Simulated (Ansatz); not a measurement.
Reaction (hydrogen abstraction from the Al–H bond): `[NH2][AlH2]` + `F[C](F)F`• → `[NH2][AlH]`• + `FC(F)F`

Computed with Ansatz on PBE0-D4/def2-TZVP structures; ΔE is electronic, products minus reactants. CBS: MP2 limit from def2 TZ/QZ plus the TZ coupled-cluster correction, frozen cores. This one scheme is used for every species. Functionals use def2-TZVPP. B3LYP here is the variant with VWN-RPA as its local correlation; programs differ in this. No spin–orbit coupling; open shells (•) take unrestricted orbitals.

```
             level  ΔE (kJ/mol)  difference from CCSD(T)/CBS
       LDA (SPW92)       -110.3                        -10.1
            PBE-D4        -98.1                          2.1
         revPBE-D4        -96.7                          3.5
           BLYP-D4        -88.3                         11.9
         r2SCAN-D4        -90.8                          9.4
            B97M-V        -81.7                         18.5
           PBE0-D4        -99.0                          1.2
          B3LYP-D4        -90.9                          9.3
        r2SCANh-D4        -91.0                          9.2
        r2SCAN0-D4        -91.3                          8.9
          BHLYP-D4        -90.0                         10.2
      CAM-B3LYP-D4        -90.0                         10.2
           ωB97X-V        -88.8                         11.4
           ωB97M-V        -91.5                          8.7
            B2PLYP        -93.8                          6.4
          PBE-QIDH       -101.4                         -1.2
               PBE        -97.7                          2.5
            revPBE        -93.9                          6.3
              BLYP        -87.0                         13.2
            r2SCAN        -90.7                          9.5
              PBE0        -98.7                          1.5
             B3LYP        -90.1                         10.1
           r2SCANh        -91.0                          9.2
           r2SCAN0        -91.2                          9.0
           LC-ωPBE        -92.3                          7.9
       HF/def2-SVP        -81.7                         18.5
      MP2/def2-SVP       -101.0                         -0.8
     CCSD/def2-SVP        -94.0                          6.2
  CCSD(T)/def2-SVP        -94.7                          5.5
     HF/def2-TZVPP        -81.5                         18.7
    MP2/def2-TZVPP       -108.3                         -8.1
SCS-MP2/def2-TZVPP       -104.6                         -4.4
   CCSD/def2-TZVPP        -98.2                          2.0
CCSD(T)/def2-TZVPP       -100.0                          0.2
     HF/def2-QZVPP        -80.8                         19.4
    MP2/def2-QZVPP       -108.2                         -8.0
SCS-MP2/def2-QZVPP       -104.4                         -4.2
      HF/CBS(def2)        -80.7                         19.5
     MP2/CBS(def2)       -108.5                         -8.3
    CCSD/CBS(def2)        -98.4                          1.8
       CCSD(T)/CBS       -100.2                            0
```

Largest T1 diagnostic among the species: 0.015.

In def2-TZVPP, CCSD(T) changes the Hartree–Fock value by −18.5 kJ/mol (the triples alone add −1.7 kJ/mol) and MP2 by −26.8 kJ/mol. Leaving LDA and LC-ωPBE aside and taking each functional with its dispersion term where it has one, the values spread over 19.7 kJ/mol, from PBE-QIDH to B97M-V. LDA lies −12.6 kJ/mol from PBE without D4.

CCSD(T)/CBS has its own doubt, a few kJ/mol and more with outer-core shells, so smaller differences from it don't rank the levels.
